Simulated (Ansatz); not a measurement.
# InP: the cost of one run

Program: Ansatz 0.2.0. Level of theory: DFT PBEsol, scalar-relativistic, plane waves, PAW. These are calculated values, not measurements.

4 further runs of the same task are left out: 4 set aside as unsound or not needed.

### Step 1. The system as given

Symmetry: Fm-3m, No. 225, cubic system. The conventional cell has a = 5.459 Å, b = 5.459 Å, c = 5.459 Å, α = 90.00°, β = 90.00°, γ = 90.00°. Around In (site symmetry m-3m) lie 6 P at 2.73 Å. P (site symmetry m-3m) has 6 In at 2.73 Å as nearest neighbours.

As a file:

```cif
data_structure
_symmetry_space_group_name_H-M 'P 1'
_symmetry_Int_Tables_number 1
_cell_length_a 3.8602
_cell_length_b 3.8602
_cell_length_c 3.8602
_cell_angle_alpha 60.000
_cell_angle_beta 60.000
_cell_angle_gamma 60.000
_cell_volume 40.67
loop_
_atom_site_label
_atom_site_type_symbol
_atom_site_fract_x
_atom_site_fract_y
_atom_site_fract_z
_atom_site_occupancy
In1 In 0.00000 0.00000 0.00000 1
P1 P 0.50000 0.50000 0.50000 1
```

It is the result of an earlier relaxation at this level (volume 20.34 Å³/atom; gap on the mesh: none (metal)).

### Step 2. The bulk in the cell of the plane

File input.yaml:

```yaml
crystal:
  lattice:
    - [3.8601906168, 0.0, 0.0]
    - [0.0, 5.4591339236, 0.0]
    - [1.9300953084, 2.7295669618, 1.9300953084]
  atoms:
    - { symbol: In, position: [0.0, 0.0, 0.0] }
    - { symbol: P, position: [0.0, 0.5, 0.0] }
basis:
  ecutwfc: 420
kpoints:
  mp_grid: { grid: [9, 7, 18] }
hamiltonian:
  xc: pbesol
scf:
  occupations: { method: gaussian, width: 0.1 }
output:
  forces: true
  stress: true
  eigenvalues: true
```

Started as:

```
$ ansatz run input.yaml --threads 1 --pin off --max-ram 2560MiB --backend cpu --events-out ev --progress --plain --runs-dir out
```

**Question.** How long does this run take on 1 thread of Arm Neoverse N1, shared host, and how much memory does it need?

About 20 s, with a peak of 0.43 GiB.
